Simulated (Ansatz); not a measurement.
**How HgTe converges under other mixers and occupations**

Aim: run HgTe with the default SCF settings, then change one group of settings at a time and see what moves: the number of iterations, the state or the numbers. We look at HgTe: the deposited crystal structure (space group Fm-3m), with 2 atoms per cell. Source: COD entry 1010537.

Computed with Ansatz 0.2.0 (DFT PBE, PAW, plane waves, scalar-relativistic, unless a step's input says otherwise).

### Step 1. The structure to begin with

It takes space group Fm-3m (No. 225, cubic). Conventional cell: a = 6.360 Å, b = 6.360 Å, c = 6.360 Å, α = 90.00°, β = 90.00°, γ = 90.00°. Hg (site symmetry m-3m) has 6 Te at 3.18 Å as nearest neighbours. Te (site symmetry m-3m) is surrounded by 6 Hg at 3.18 Å.

Coordinates:

```xyz
2
Lattice="0.0000 3.1800 3.1800 3.1800 0.0000 3.1800 3.1800 3.1800 0.0000" Properties=species:S:1:pos:R:3 pbc="T T T"
Hg    0.0000    0.0000    0.0000
Te    3.1800    3.1800    3.1800
```

Atoms are counted from 1 in the order of input.yaml (Te2 and so on).

After the default run come: k-point mesh 3x3x3; iteration limit 10; Fermi–Dirac width 0.001 eV, no switch to direct minimisation; direct minimisation; tetrahedron occupations; linear mixing, β 0.1, no preconditioner; linear mixing, β 0.7, Kerker; Fermi–Dirac width 0.01 eV, no switch to direct minimisation.

The search for lower states is off throughout, and inputs that name a mixer don't switch to direct minimisation unless they say so. Spin polarisation is off.

### Step 2. Default SCF settings

The input, input.yaml:

```yaml
crystal:
  lattice:
    - [0.0, 3.18, 3.18]
    - [3.18, 0.0, 3.18]
    - [3.18, 3.18, 0.0]
  atoms:
    - { symbol: Hg, position: [0.0, 0.0, 0.0] }
    - { symbol: Te, position: [0.5, 0.5, 0.5] }
hamiltonian:
  xc: pbe
  pseudopotentials: { kind: paw }
basis:
  ecutwfc: 420
kpoints:
  mp_grid: { grid: [5, 5, 5] }
scf:
  occupations: { method: fermi_dirac, width: 0.03 }
  lower_state_search: "off"
output:
  forces: true
  stress: true
```

Command:

```
$ ansatz run input.yaml --threads 2 --pin off --max-ram 5120MiB --backend cpu --events-out ev --progress --plain --runs-dir out
```

Further steps of the session: K-point mesh 3x3x3; Iteration limit 10; Fermi–Dirac width 0.001 eV, no switch to direct minimisation; Direct minimisation; Tetrahedron occupations; Linear mixing, β 0.1, no preconditioner; Linear mixing, β 0.7, Kerker; Fermi–Dirac width 0.01 eV, no switch to direct minimisation.

Q: What does this run give, and which of the planned changes alter effort or result? Wanted: largest shift of the free energy by occupations, cutoff, mesh or field.

**Answer**, as computed:

| quantity | value |
| --- | --- |
| default run | 6 iterations, with no gap on the k-mesh |
| fewest iterations to that state among the runs shown (an iteration of direct minimisation costs more) | 5 (iteration limit 10) |
| most iterations to it | 34 (linear mixing, β 0.1, no preconditioner) |
| runs that end in another state, among changes of path alone | 0 |
| largest shift of the free energy by occupations, cutoff, mesh or field | +171 meV/atom (k-point mesh 3x3x3) |

In words: The default and the runs that change only the path, 5 in all, end in one state, in 5 to 34 iterations. Occupations, cutoff, mesh and fields change the problem that is solved, not just the path; the largest shift here is that of “k-point mesh 3x3x3”. Counts include iterations that the program adds to test a close, so a difference of one or two ranks nothing. The starting density is a sum of atomic densities corrected by a trained network, so it is already close to self-consistency.
